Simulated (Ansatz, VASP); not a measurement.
# BiTe: VASP beside Ansatz

File INCAR:

```
PREC     = Accurate       # precision mode
ENCUT    = 520            # plane-wave cutoff, eV
EDIFF    = 1E-6           # SCF threshold, eV
ISMEAR   = 0              # smearing method
SIGMA    = 0.1            # smearing width, eV
LREAL    = False          # projectors in reciprocal space
LASPH    = True           # aspherical terms in the spheres
NELM     = 60             # most SCF steps
ALGO     = Normal         # electronic algorithm
ISIF     = 2              # what is computed and relaxed
LWAVE    = False          # write WAVECAR
LCHARG   = True           # write CHGCAR
GGA      = PS             # functional
LELF     = True           # ELF
LVHAR    = True         
NBANDS   = 18             # bands
```

Contents of KPOINTS:

```
Automatic mesh
0
Gamma
  12 12 12
```

The input POSCAR:

```
BiTe
1.0
    0.0000000000      3.1648571370      3.1648571370
    3.1648571370      0.0000000000      3.1648571370
    3.1648571370      3.1648571370      0.0000000000
Bi Te
1 1
Direct
    0.0000000000      0.0000000000      0.0000000000
    0.5000000000      0.5000000000      0.5000000000
```

Input for Ansatz:

```yaml
crystal:
  lattice:
    - [0.0, 3.164857137, 3.164857137]
    - [3.164857137, 0.0, 3.164857137]
    - [3.164857137, 3.164857137, 0.0]
  atoms:
    - { symbol: Bi, position: [0.0, 0.0, 0.0] }
    - { symbol: Te, position: [0.5, 0.5, 0.5] }
basis:
  ecutwfc: 420
kpoints:
  mp_grid: { grid: [12, 12, 12] }
hamiltonian:
  xc: pbesol
scf:
  occupations: { method: gaussian, width: 0.1 }
output:
  forces: true
  stress: true
  eigenvalues: true
  write_density: true
  write_potential: true
  elf: true
  volumetric_format: npy
```

Alike in both runs: task single point; functional PBEsol; k mesh 12 × 12 × 12; occupations gaussian, width 0.1 eV; no spin polarisation.

|  | VASP | Ansatz |
| --- | --- | --- |
| version | VASP 6.6.1 | Ansatz 0.2.0 |
| potentials or method | VASP PAW PBE potentials, release 64 (Bi_d, Te) | scalar-relativistic, plane waves, PAW |
| plane-wave cutoff (eV) | 520 | 420 |
| valence electrons in the cell | 21 | 31 |

|  | VASP | Ansatz | Ansatz less VASP |
| --- | --- | --- | --- |
| gap on the k mesh at the Fermi level (eV) | none | none | - |
| pressure (GPa) | 1.8 | 1.8 | 0.00 |

A gap of «none» marks a metal or a gap that the smearing closes. The functional is the same, so the differences come from potentials, cutoffs and numerics. The two sets of potentials don't hold the same shells in valence.

Caveats: the PAW data sets were made with another functional, which shifts forces and pressure a little (VASP); spin-orbit coupling is left out, which moves the levels of the heavy elements.
